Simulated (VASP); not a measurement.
# Na (Im-3m) in VASP: settings compared, part 2 of 2

VASP 6.6.1. Earlier steps stand in the parts before.

## (5) Relaxation of the atoms, HSE06+TS (volume scaled by 0.8)

File POSCAR:

```
Na
3.4425
   -0.577350279913      0.577350279913      0.577350279913
    0.577350279913     -0.577350279913      0.577350279913
    0.577350279913      0.577350279913     -0.577350279913
Na
1
Direct
    0.0000000000      0.0000000000      0.0000000000
```

File INCAR.step1:

```
SYSTEM = Na
PREC     = Accurate       ! precision mode
ENCUT    = 500            ! plane-wave cutoff, eV
EDIFF    = 1E-5           ! SCF threshold, eV
ISMEAR   = 0              ! smearing method
SIGMA    = 0.01           ! smearing width, eV
LREAL    = .False.        ! projectors in reciprocal space
LASPH    = .True.         ! aspherical terms in the spheres
NELM     = 80             ! most SCF steps
ALGO     = Normal         ! electronic algorithm
LWAVE    = .True.         ! write WAVECAR
LCHARG   = .False.        ! write CHGCAR
GGA      = PE             ! functional
```

File INCAR.step2:

```
SYSTEM = Na
PREC     = Accurate       ! precision mode
ENCUT    = 500            ! plane-wave cutoff, eV
EDIFF    = 1E-6           ! SCF threshold, eV
ISMEAR   = 0              ! smearing method
SIGMA    = 0.01           ! smearing width, eV
LREAL    = .False.        ! projectors in reciprocal space
LASPH    = .True.         ! aspherical terms in the spheres
NELM     = 80             ! most SCF steps
ALGO     = Normal         ! electronic algorithm
ISIF     = 2              ! what is computed and relaxed
LWAVE    = .False.        ! write WAVECAR
LCHARG   = .False.        ! write CHGCAR
GGA      = PE             ! functional
LHFCALC  = .True.         ! exact exchange
HFSCREEN = 0.2            ! screening, 1/A
PRECFOCK = Normal       
IVDW     = 2              ! dispersion correction
IBRION   = 2              ! ionic algorithm
NSW      = 60             ! ionic steps
EDIFFG   = -0.02          ! ionic threshold
ISTART   = 1
```

File KPOINTS:

```
regular mesh
0
Gamma
  5 5 5
  0 0 0
```

Potentials or basis: VASP PAW PBE potentials, release 54 (Na).

Started as:

```
cat potpaw_PBE.54/Na/POTCAR > POTCAR
cp INCAR.step1 INCAR
mpirun -np 1 vasp_std > vasp.out
cp INCAR.step2 INCAR
mpirun -np 1 vasp_std > vasp.out
```

OUTCAR:

```text
SYSTEM = Na
   PREC = Accurate
   ENCUT = 500
   EDIFF = 1E-6
   ISMEAR = 0
   LREAL = .False.
   LASPH = .True.
   NELM = 80
   ISIF = 2
   GGA = PE
   LHFCALC = .True.
   HFSCREEN = 0.2
   PRECFOCK = Normal
   IVDW = 2
   IBRION = 2
   NSW = 60
   EDIFFG = -0.02
   ISTART = 1
  IVDW =   2

 ion  position               nearest neighbor table
   1  0.000  0.000  0.000-

  LATTYP: Found a body centered cubic cell.
 ALAT       =     3.9750566772

  Lattice vectors:

 A1 = (  -1.9875283386,   1.9875283386,   1.9875283386)
 A2 = (   1.9875283386,  -1.9875283386,   1.9875283386)
 A3 = (   1.9875283386,   1.9875283386,  -1.9875283386)

Analysis of symmetry for initial positions (statically):
=====================================================================
 Subroutine PRICEL returns:
 Original cell was already a primitive cell.

 Routine SETGRP: Setting up the symmetry group for a
 body centered cubic supercell.

 Subroutine GETGRP returns: Found 48 space group operations
 (whereof 48 operations were pure point group operations)
[... 160 lines left out ...]
 val. band max:        0.4776563876   @ k =   0.4000   0.0000   0.0000
 cond. band min:       1.3336119079   @ k =  -0.4000   0.4000   0.2000
 fundamental gap:      0.8559555203
 Fermi energy:         1.3301557367

 k-point     1 :       0.0000    0.0000    0.0000
  band No.  band energies     occupation
      1      -3.1461      2.00000
      2      14.7398      0.00000
      3      14.7398      0.00000
      4      14.7398      0.00000
[... 57 lines left out ...]
 k-point    10 :      -0.4000    0.4000    0.4000
  band No.  band energies     occupation
      1       4.2098      0.00000
      2       7.1296      0.00000
      3       7.7309      0.00000
      4       7.7309      0.00000

------------------------ aborting loop because EDIFF is reached ----------------------------------------

  Hirshfeld charges:
            ion         q(e)
   ------------------------------
      1     Na       0.00000000

  Tkatchenko/Scheffler method for vdW energy calculation

  Number of pair interactions contributing to vdW energy:   16624

  Edisp (eV):   -1.31809

  FORCE on cell =-STRESS in cart. coord.  units (eV):
  Direction    XX          YY          ZZ          XY          YZ          ZX
  --------------------------------------------------------------------------------------
  -------------------------------------------------------------------------------------
  Total       0.35456     0.35456     0.35456    -0.00000     0.00000    -0.00000
  in kB      18.08854    18.08854    18.08854    -0.00000     0.00000    -0.00000
  external pressure =       18.09 kB  Pullay stress =        0.00 kB

 VOLUME and BASIS-vectors are now :
 -----------------------------------------------------------------------------
  energy-cutoff  :      500.00
  volume of cell :       31.41
      direct lattice vectors                 reciprocal lattice vectors
    -1.987528339  1.987528339  1.987528339     0.000000000  0.251568740  0.251568740
     1.987528339 -1.987528339  1.987528339     0.251568740  0.000000000  0.251568740
     1.987528339  1.987528339 -1.987528339     0.251568740  0.251568740  0.000000000

 POSITION                                       TOTAL-FORCE (eV/Angst)
 -----------------------------------------------------------------------------------
      0.00000      0.00000      0.00000         0.000000     -0.000000     -0.000000
 -----------------------------------------------------------------------------------
    total drift:                                0.000000     -0.000000      0.000000

  FREE ENERGIE OF THE ION-ELECTRON SYSTEM (eV)
  ---------------------------------------------------
  free  energy   TOTEN  =        -2.6778646653 eV

  energy  without entropy=       -2.6769033866  energy(sigma->0) =       -2.67738403

 reached required accuracy - stopping structural energy minimisation
```

OUTCAR.step1:

```text
SYSTEM = Na
   PREC = Accurate
   ENCUT = 500
   EDIFF = 1E-5
   ISMEAR = 0
   LREAL = .False.
   LASPH = .True.
   NELM = 80
[... 270 lines left out ...]
 -----------------------------------------------------------------------------------
      0.00000      0.00000      0.00000         0.000000      0.000000     -0.000000
 -----------------------------------------------------------------------------------
    total drift:                                0.000000      0.000000      0.000000

  FREE ENERGIE OF THE ION-ELECTRON SYSTEM (eV)
  ---------------------------------------------------
  free  energy   TOTEN  =        -1.2698588235 eV

  energy  without entropy=       -1.2688975448  energy(sigma->0) =       -1.26937818
```

OSZICAR.step1:

```text
N       E                     dE             d eps       ncg     rms          rms(c)
DAV:   1    -0.727845743518E+00   -0.72785E+00   -0.13592E+02    80   0.742E+01
DAV:   2    -0.126566484244E+01   -0.53782E+00   -0.39924E+00   104   0.922E+00
DAV:   3    -0.127086497852E+01   -0.52001E-02   -0.52001E-02   108   0.128E+00
DAV:   4    -0.127090937825E+01   -0.44400E-04   -0.44400E-04   104   0.113E-01
DAV:   5    -0.127091029768E+01   -0.91943E-06   -0.91936E-06   100   0.118E-02    0.223E-01
DAV:   6    -0.127037026558E+01    0.54003E-03   -0.57349E-05   100   0.577E-02    0.148E-01
DAV:   7    -0.126987704945E+01    0.49322E-03   -0.12975E-04    80   0.970E-02    0.729E-03
DAV:   8    -0.126986003809E+01    0.17011E-04   -0.28047E-06   104   0.861E-03    0.184E-03
DAV:   9    -0.126985882346E+01    0.12146E-05   -0.32636E-07    52   0.353E-03
   1 F= -.12698588E+01 E0= -.12693782E+01  d E =-.961279E-03
```

Run time: 33 s. Hardware: 1 thread of AMD EPYC 7R43 (Zen 3), shared host; peak memory 0.2 GiB.

What came out:

- Free energy: -2.6779 eV
- Pressure after relaxing: 1.8 GPa
- Band gap on the k mesh: none (metal or under the smearing width)
- Dispersion energy per atom: -1.318 eV

Final structure:
```xyz
1
Lattice="-1.9875 1.9875 1.9875 1.9875 -1.9875 1.9875 1.9875 1.9875 -1.9875" Properties=species:S:1:pos:R:3 pbc="T T T"
Na    0.0000    0.0000    0.0000
```

Caveat: the k mesh is coarse (spacing up to 0.45 Å⁻¹), so the values aren't converged, least of all with exact exchange; the relaxation stopped at its first step, so nothing moved; atom-pairwise D2, TS and ULG terms overbind metals; the PAW data sets were made with another functional, which shifts forces and pressure a little; pairwise dispersion overbinds metals, which lowers pressure and volume.

## (6) For comparison

An earlier run on the cell as given: functional PBE; potentials or basis VASP PAW PBE potentials, release 64 (Na_pv); cutoff 520 eV; k mesh 9 × 9 × 9; occupations fermi-dirac, width 0.05 eV; no spin polarisation.

- Pressure: -0.4 GPa
- Band gap on the k mesh: none (metal or under the smearing width)

## (7) The runs side by side

| task | level | potentials or basis | cell | k mesh | cutoff (eV) | smearing | grid for exact exchange (PRECFOCK) | screening parameter | mesh quality | gap on the mesh (eV) | pressure (GPa) |
| --- | --- | --- | --- | --- | --- | --- | --- | --- | --- | --- | --- |
| single point | RPBE | VASP PAW PBE potentials, release 64 (Na) | as given | 9 × 9 × 9 | 500 | gaussian 0.02 eV | - | - | not flagged | none | 0.0 |
| relaxation of the atoms | HSE06+TS | VASP PAW PBE potentials, release 54 (Na) | atoms relaxed from: volume scaled by 0.8 | 5 × 5 × 5 | 500 | gaussian 0.01 eV | Normal | 0.2 1/A | coarse | none | 1.8 |
| single point | PBE | VASP PAW PBE potentials, release 64 (Na_pv) | as given | 9 × 9 × 9 | 520 | fermi-dirac 0.05 eV | - | - | not flagged | none | -0.4 |

Alike in all rows: no spin polarisation.

Caveats: some runs use coarse meshes; the PAW data sets were made with another functional, which shifts forces and pressure a little (some runs); the relaxation stopped at its first step, so nothing moved (some runs); atom-pairwise D2, TS and ULG terms overbind metals (some runs); pairwise dispersion overbinds metals, which lowers pressure and volume (some runs).

Total energies depend on the potentials used, so only differences within one code and one set of settings carry meaning.
